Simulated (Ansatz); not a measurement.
Ansatz input

```yaml
crystal:
  lattice:
    - [-3.7201100684, 3.7191625265, 2.0138055309]
    - [3.7191625265, -3.7201100684, 2.0138055309]
    - [3.7218418591, 3.7218418591, -2.0155409557]
  atoms:
    - { symbol: Ba, position: [4.90125e-05, 0.9999509875, 0.0] }
    - { symbol: Ba, position: [0.7499509875, 0.2500490125, 0.5] }
hamiltonian:
  xc: pbe
  pseudopotentials:
    kind: paw
    azcp:
      Ba: "pseudopotentials/Ba.paw.azcp"
basis:
  ecutwfc: 420
  fft_grid_basis: typed
kpoints:
  mp_grid: { grid: [10, 10, 7], shift: [0, 0, 0] }
magnetization:
  spin_polarized: false
scf:
  occupations: { method: fermi_dirac, width: 0.1 }
  lower_state_search: "off"
output:
  stress: true
  write_density: true
  write_potential: true
  elf: true
  volumetric_format: npy
```

and its output:

```
Engine: ansatz 0.2.0, x86_64-unknown-linux-gnu
Pseudopotentials: kind: paw
Pseudopotential: Ba, paw, valence charge 10, recommended cutoff 420 eV (normal) 
Functional definition: PBE
  parameter kappa = 0.804
  parameter beta = 0.06672455060314922
  exchange = pbe_x(kappa = kappa, mu = beta*pi^2/3)
  correlation = pbe_c(beta = beta)
Crystal: 2 atoms, lattice volume = 111.501 Å³
Basis set: ecut = 420 eV, 2167 PW (Γ)
Bands: 14, of which v1, the nominal top of the filled ones, is band 10 counted from 1 (9 counted from 0)
Symmetry: 4 space group operations
Space group: C2/c (ITA 15), of the structure as read, at distance tolerance 4.8e-5 Å
k-points: 196 of 700
Non-local potential: Ba, projectors of the file, l = 0: 3, l = 1: 2, l = 2: 2, l = 3: 2
PAW form: soft (Blöchl's): semilocal exchange-correlation on the pseudo side does not see the compensation charge
PAW one-centre angular grid: Ba, 194 points (default); XC on 64 Gauss nodes
Initial density: superposition of atomic densities (neutral atoms: chi_scale 0, normalization atom), corrected by the library's trained network
Initial wavefunctions: pseudopotential atomic-orbital guess
Functional: x = pbe(κ = 0.804, μ = 0.2195149727645171), c = pbe(β = 0.06672455060314922)
SCF iter   1: F=—  HF=-11898.748347 eV  |F-HF|=—  |Δ(HF+E_count)|=         —  Δρ=1.86e-3  dr2=1.10e-2  ethr=1.77e-3  ⟨swp⟩=6.3  Hψ=17821  notcnv=0
SCF iter   2: F=—  HF=-11898.747178 eV  |F-HF|=—  |Δ(HF+E_count)|=   1.17e-3  Δρ=1.32e-3  dr2=5.67e-3  ethr=5.51e-5  ⟨swp⟩=1.6  Hψ=4906  notcnv=0
SCF iter   3: F=—  HF=-11898.746027 eV  |F-HF|=—  |Δ(HF+E_count)|=   1.15e-3  Δρ=3.62e-4  dr2=2.31e-4  ethr=2.84e-5  ⟨swp⟩=2.3  Hψ=4476  notcnv=0
SCF iter   4: F=—  HF=-11898.746014 eV  |F-HF|=—  |Δ(HF+E_count)|=   1.31e-5  Δρ=1.98e-4  dr2=4.12e-5  ethr=1.15e-6  ⟨swp⟩=1.0  Hψ=2766  notcnv=0
SCF iter   5: F=—  HF=-11898.746009 eV  |F-HF|=—  |Δ(HF+E_count)|=   4.95e-6  Δρ=2.78e-5  dr2=1.04e-6  ethr=2.06e-7  ⟨swp⟩=2.5  Hψ=4844  notcnv=0
SCF iter   6: F=-11898.746010 eV  HF=-11898.746010 eV  |F-HF|=2.25e-8  |Δ(HF+E_count)|=   6.85e-7  Δρ=6.14e-6  dr2=3.69e-8  ethr=5.00e-10  ⟨swp⟩=7.4  Hψ=22281  notcnv=0
SCF 1 converged in 6 iterations: F = -11898.746010 eV  dr2 = 3.69e-8
SCF converged after 6 iterations
Free energy (F): -11898.746010 eV
Harris-Foulkes:  -11898.746010 eV  (|F-HF|=2.25e-8)
Internal energy: -11898.674090 eV  (E = F + TS)
E sigma→0 (E₀):  -11898.710050 eV
Entropy (-TS):   -0.071919 eV (-35.960 meV/atom)
Fermi energy:    6.726494 eV
--- Per-component energies (eV) ---
  E_band       = -150.924433
  E_kinetic    = 334.965940
  E_local      = -709.657164  (includes V_loc(G=0)·N_el)
  E_nonlocal   = 114.513318
  E_hartree    = 224.817824
  E_xc         = -334.159589
  E_vxc        = -268.777395  (∫ρ·V_xc dr)
  E_paw        = -10451.780613  (= ΣΔE_a)
  E_vpaw       = -71.607212  (= ΣTr[D̂ρ^β])
  E_aug_tail   = -0.000004  (compensation charges beyond the density's cutoff)
  E_ewald      = -1077.373803
  E_smearing   = -0.071919  (= −TS)
  E_closure    = 0.000000  (closes the sum)
  Σ components = -11898.746010   (vs F -11898.746010, Δ=0.00e0)
--- Stress (GPa, compression-positive) ---
        0.692095       0.000742       0.001552
        0.000742       0.692095       0.001552
        0.001552       0.001552       0.765597
  P = ⅓ Tr σ = 0.7166 GPa (7.166 kbar)
--- Band table (eV; the first three rows and the last of 196) ---
  k-point 0: bands = ["-22.1313", "-21.9677", "-7.6237", "-7.6230", "-6.9540", "-6.9448", "-6.9014", "-6.9013", "4.1012", "5.7608", "7.1256", "7.1918", "7.8357", "9.6917"]
  k-point 1: bands = ["-22.1232", "-21.9758", "-7.5969", "-7.5941", "-7.0048", "-6.9479", "-6.9412", "-6.8890", "4.2827", "5.8943", "7.0434", "7.2918", "7.7442", "9.7855"]
  k-point 2: bands = ["-22.1005", "-21.9985", "-7.5175", "-7.5120", "-7.1120", "-7.0713", "-6.9310", "-6.8874", "4.7819", "6.1590", "6.9504", "7.5853", "7.5924", "9.5556"]
  k-point 195: bands = ["-22.0483", "-22.0481", "-7.7545", "-7.7544", "-6.9572", "-6.9570", "-6.8205", "-6.8204", "6.0007", "6.0009", "7.7639", "7.7658", "7.9432", "7.9461"]
```

Command:

```sh
ansatz run input.yaml --threads 1 --pin off --max-ram 3584MiB --backend cpu --events-out ev --progress --plain --runs-dir out
```

On 1 thread of Intel(R) Xeon(R) Platinum 8259CL CPU @ 2.50GHz (Skylake/Cascade Lake) (shared host) this took about 33 s of wall time and 31 s of CPU time.
